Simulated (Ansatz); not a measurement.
# Lattice dynamics of Y2C monolayer, part 2 of 2

How does Y2C monolayer vibrate, and is this structure a minimum?

Ansatz 0.2.0; DFT PBE, scalar-relativistic, plane waves, PAW.

So far. Step 4 (Relaxing to small forces for the phonons): The largest force component left is 0.029 meV/Å, within the tolerances set. Step 5 (Zone-centre response): Before it was imposed, the acoustic sum rule was missed by 5.3e-5 eV/Å². Small misses are needed for a sound result but don't prove that mesh and cutoff are converged. The lowest optical mode is real, 129 cm⁻¹.

### Step 6. Phonons on a q mesh (continued)

The phonon density of states has structure finer than the step of the table below, so its rows give means over 20 cm⁻¹, whole bins alone (the curve runs from 2.5 to 488 cm⁻¹). Peaks (cm⁻¹: height): 137.5: 0.122, 197.5: 0.118, 357.5: 0.0657, 382.5: 0.0575, 457.5: 0.0252.

Tetrahedra on a 24×24×1 mesh, mean over bins of 5 cm-1. Interpolated from a 6×6×1 q mesh. Table of phonon density of states by wavenumber; means over each step:

wavenumber (cm⁻¹), phonon density of states (1/cm⁻¹/cell) and a bar:
```
       20      0.005 ##
       40      0.008 ###
       60      0.010 ####
       80      0.014 ######
      100      0.024 #########
      120      0.062 ########################
      140      0.076 ##############################
      160      0.035 ##############
      180      0.021 ########
      200      0.043 #################
      220      0.000 
      240      0.001 
      260      0.001 
      280      0.001 
      300      0.002 #
      320      0.003 #
      340      0.008 ###
      360      0.033 #############
      380      0.027 ##########
      400      0.026 ##########
      420      0.012 #####
      440      0.009 ###
      460      0.018 #######
```

The partial phonon density of states has structure finer than the step of the table below, so its rows give means over 20 cm⁻¹, whole bins alone (the curve runs from -10 to 508 cm⁻¹). Peaks (cm⁻¹: height): C 358.0: 0.0544, 387.4: 0.0500, 459.0: 0.0206; Y 133.3: 0.115, 195.2: 0.0828.

Phonopy on the run's constants, 19x19x1 mesh, Gaussian sigma 3.7 cm-1. Interpolated from a 6×6×1 q mesh. Partial phonon density of states against wavenumber; means over each step; values in 1/cm⁻¹/cell:

```
wavenumber (cm⁻¹)        C        Y
                0   9.7e-5  0.00141
               20   3.4e-4  0.00483
               40   4.8e-4  0.00705
               60   6.3e-4   0.0100
               80   7.2e-4   0.0135
              100   8.8e-4   0.0232
              120   9.7e-4   0.0605
              140   5.2e-4   0.0749
              160   2.7e-4   0.0347
              180   9.5e-5   0.0228
              200   3.3e-5   0.0419
              220   1.8e-4   1.8e-4
              240   7.3e-4   5.5e-5
              260  0.00130   1.0e-4
              280  0.00113   8.9e-5
              300  0.00173   1.4e-4
              320  0.00331   2.6e-4
              340  0.00746   5.4e-4
              360   0.0312  0.00148
              380   0.0259  0.00103
              400   0.0247   7.7e-4
              420   0.0115   2.0e-4
              440  0.00879   1.0e-4
              460   0.0178   1.9e-4
              480  0.00916   8.4e-5
```

Harmonic thermodynamic functions per atom, from the density of states. Interpolated from a 6×6×1 q mesh. Thermodynamic functions, by row:

```
T (K)  F_vib (meV/atom)  S (J/mol-atom/K)  C_V (J/mol-atom/K)
    0             41.18                 0                   0
  100             37.41              9.59               13.11
  200             21.23             21.08               19.71
  300             -5.26             29.62               22.21
  400            -39.49             36.18                23.3
  500             -79.8             41.44               23.86
  600            -125.1             45.82               24.17
  700            -174.6             49.56               24.37
  800            -227.7             52.83                24.5
  900            -283.9             55.72               24.59
 1000            -343.1             58.31               24.65
```

Symmetry leaves 7 wavevectors to solve. The lowest mode among them, the acoustic zeros apart, lies at q = (0, 0.167, 0) and is real, 29.8 cm⁻¹.

### Step 7. Another isotope

An isotope changes the mass and not the force constants, so no new electronic calculation is needed; the shifts show which modes move this element.

The same force constants with the mass of C changed from 12.011 to 13.003 u (phonopy, no LO-TO term). Both lists are sorted by frequency; levels can cross, so a row need not hold one and the same mode. Modes under 3 cm⁻¹ are left out. Isotope shifts, by row:

```
         q  rank  natural mass (cm⁻¹)  changed mass (cm⁻¹)
     0 0 0     4                128.6                128.6
     0 0 0     5                128.6                128.6
     0 0 0     6                205.1                205.1
     0 0 0     7                221.9                213.8
     0 0 0     8                  392                377.7
     0 0 0     9                  392                377.7
0 0.1667 0     1                29.83                29.74
0 0.1667 0     2                59.64                59.51
0 0.1667 0     3                89.14                89.01
0 0.1667 0     4                133.2                133.2
0 0.1667 0     5                141.2                141.2
0 0.1667 0     6                198.1                198.1
0 0.1667 0     7                304.9                293.9
0 0.1667 0     8                383.4                369.3
0 0.1667 0     9                398.5                383.6
0 0.3333 0     1                 88.2                87.99
0 0.3333 0     2                104.7                104.6
0 0.3333 0     3                120.8                120.8
0 0.3333 0     4                135.2                135.2
0 0.3333 0     5                161.8                161.8
0 0.3333 0     6                197.6                197.6
0 0.3333 0     7                355.6                342.6
0 0.3333 0     8                381.7                367.3
0 0.3333 0     9                450.8                433.4
  0 -0.5 0     1                118.2                118.1
  0 -0.5 0     2                126.6                126.6
  0 -0.5 0     3                  135                134.9
  0 -0.5 0     4                136.4                136.4
  0 -0.5 0     5                183.1                  183
  0 -0.5 0     6                  195                  195
  0 -0.5 0     7                357.4                343.9
  0 -0.5 0     8                383.4                368.8
  0 -0.5 0     9                484.3                465.6
```

A mode of this element alone would shift by -3.89 %. The highest zone-centre frequency without the field goes from 392.0 to 377.7 cm⁻¹ (-3.6 %). The product of the frequency ratios over all optical modes at Γ is 0.895; the product rule, (m/m′)^(3k/2) (M′/M)^(3/2) with k = 1 such atoms and M the mass of the cell, gives 0.895.

### Step 8. Summary of results

| Property | Result |
| --- | --- |
| space group after relaxation (within 0.01 Å) | P-3m1 |
| area per atom | 3.63 Å² |
| electronic character | no gap on this mesh |
| highest optical mode at the zone centre (no LO-TO term) | 392 cm⁻¹ |
| lowest optical zone-centre mode | 129 cm⁻¹ |
| lowest mode on the q mesh (acoustic modes at Γ apart) | 29.8 cm⁻¹ |
| highest frequency on the path or at a solved wavevector | 484 cm⁻¹ |
| zero-point energy per atom | 41.2 meV |
| heat capacity at 300 K | 22.2 J/(mol atoms K) |
| vibrational entropy at 300 K | 29.6 J/(mol atoms K) |
| imaginary modes on the 6×6×1 q mesh | none |

In words: The structure is a minimum as far as tested: no mode is imaginary at the 7 irreducible wavevectors of the 6×6×1 mesh, and the softest away from the acoustic zeros lies at 30 cm⁻¹. The optical modes at Γ span 129 to 392 cm⁻¹. The highest mode in this list at Γ, 392.0 cm⁻¹, is mostly motion of C (94 % of the kinetic energy). With no gap, or one that is small against the smearing, the frequencies hang on the k mesh and the smearing, most of all near Kohn anomalies. In a sheet or slab the interpolated bending branch near Γ is rough, since the rotational sum rule isn't imposed. A phonon run warned that its eigensolver left some bands unconverged in a pass. The starting cell was built on a prototype and not taken from a measurement. These are harmonic frequencies at zero temperature: anharmonic shifts, linewidths and thermal expansion are left out.

[Logs are printed without paths, hosts, clocks, repeated set-up lines and the standing remarks that a program may print on its own settings, such as how far it seeks lower states.]

[Hosts, paths, dates, database ids (printed as entryN), source tags and the programs' standing remarks are cut or masked in the printed files.]
